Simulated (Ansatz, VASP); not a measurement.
**KBr in VASP and in Ansatz**

File INCAR:

```
PREC = Accurate ; ENCUT = 600
EDIFF = 1E-6 ; ISMEAR = -1
SIGMA = 0.05 ; LREAL = False
LASPH = True ; NELM = 100
ALGO = Normal ; ISIF = 3
LWAVE = False ; LCHARG = False
GGA = B5 ; ALDAX = 1.0
AGGAX = 1.0 ; AGGAC = 1.0
ALDAC = 0.0 ; IBRION = 2
NSW = 40 ; EDIFFG = -0.005
```

Contents of KPOINTS:

```
regular mesh
0
Gamma
  7 7 7
```

POSCAR

```
KBr
1.0
    0.0000000000      3.3000000000      3.3000000000
    3.3000000000      0.0000000000      3.3000000000
    3.3000000000      3.3000000000      0.0000000000
Br K
1 1
Direct
    0.5000000000      0.5000000000      0.5000000000
    0.0000000000      0.0000000000      0.0000000000
```

input.yaml

```yaml
crystal:
  lattice:
    - [0.0, 3.3, 3.3]
    - [3.3, 0.0, 3.3]
    - [3.3, 3.3, 0.0]
  atoms:
    - { symbol: Br, position: [0.5, 0.5, 0.5] }
    - { symbol: K, position: [0.0, 0.0, 0.0] }
hamiltonian:
  xc: blyp
  pseudopotentials: { kind: paw }
kpoints:
  mp_grid: { grid: [7, 7, 7] }
scf:
  occupations: { method: fermi_dirac, width: 0.05 }
output:
  forces: true
  stress: true
  eigenvalues: true
relax:
  f_tol: 0.01
  max_steps: 40
  cell: { stress_tol: 0.05 }
```

Alike in both runs: task relaxation of cell and atoms; functional BLYP; k mesh 7 × 7 × 7; occupations fermi-dirac, width 0.05 eV; no spin polarisation.

|  | VASP | Ansatz |
| --- | --- | --- |
| version | VASP 6.6.1 | Ansatz 0.2.0 |
| potentials or method | VASP PAW PBE potentials, release 64 (Br, K_sv) | Ansatz PAW |
| plane-wave cutoff (eV) | 600 | 420 |
| valence electrons in the cell | 16 | 16 |

```csv
,VASP,Ansatz,Ansatz less VASP
"gap on the k mesh at the Fermi level, each at its own relaxed structure (eV)",4.18,4.18,+0.001
relaxed volume (Å³/atom),39.74,39.55,-0.189
relaxed cell length with the largest relative difference (Å),4.826,4.819,-0.0076
energy change over the relaxation (meV/atom),-17,-15,+1.3
```

Caveats: the PAW data sets were made with another functional, which shifts forces and pressure a little (VASP); an odd mesh through Γ misses points on the zone boundary, where band edges often lie (VASP); odd divisions of the mesh miss points on the zone boundary, where band edges often lie, so the gap on the mesh can be too wide (Ansatz); the plane-wave basis is chosen anew once the cell has moved, so the energies of steps on either side of that aren't comparable (Ansatz); the PAW data sets come from PBE, with cores solved anew for the run's functional, which leaves a small shift of forces and pressure (Ansatz). BLYP gives volumes clearly too large for solids.
